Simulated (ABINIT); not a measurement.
LuH2:

```
Lu H
1.0
     0.00000    2.51650    2.51650
     2.51650    0.00000    2.51650
     2.51650    2.51650    0.00000
Lu H
1 2
Direct
  0.00000 0.00000 0.00000
  0.75000 0.75000 0.75000
  0.25000 0.25000 0.25000
```

* Program: ABINIT 10.8.3 (patched build)
* Task: relaxation of cell and atoms
* Functional: LDA
* Potentials or basis: JTH PAW LDA v2.0
* Cutoff: 680 eV
* k mesh: 7 × 7 × 7
* Occupations: fermi-dirac, width 0.05 eV
* Spin: no spin polarisation

At the start: pressure -6.6 GPa; volume 10.62 Å³/atom.

Problem. How do energy, volume and symmetry change on relaxing?

Solution. Over 5 steps the energy falls by 15.5 meV/atom and the volume is 9.91 Å³/atom (-6.7 %); space group Fm-3m (No. 225, to 0.05 Å).

The path:
| step | energy change (eV) | largest force (eV/Å) | pressure (GPa) | volume (Å³) |
| --- | --- | --- | --- | --- |
| 1 | 0.0000 | 0.0000 | -6.56 | 31.87 |
| 2 | -0.0227 | 0.0000 | -4.86 | 31.24 |
| 3 | -0.0464 | 0.0000 | 0.47 | 29.60 |
| 4 | -0.0466 | 0.0000 | -0.02 | 29.73 |
| 5 | -0.0466 | 0.0000 | 0.00 | 29.73 |

Final structure:
```cif
data_structure
_symmetry_space_group_name_H-M 'P 1'
_symmetry_Int_Tables_number 1
_cell_length_a 3.4771
_cell_length_b 3.4771
_cell_length_c 3.4771
_cell_angle_alpha 60.000
_cell_angle_beta 60.000
_cell_angle_gamma 60.000
_cell_volume 29.73
loop_
_atom_site_label
_atom_site_type_symbol
_atom_site_fract_x
_atom_site_fract_y
_atom_site_fract_z
_atom_site_occupancy
Lu1 Lu 0.00000 0.00000 0.00000 1
H1 H 0.75000 0.75000 0.75000 1
H2 H 0.25000 0.25000 0.25000 1
```
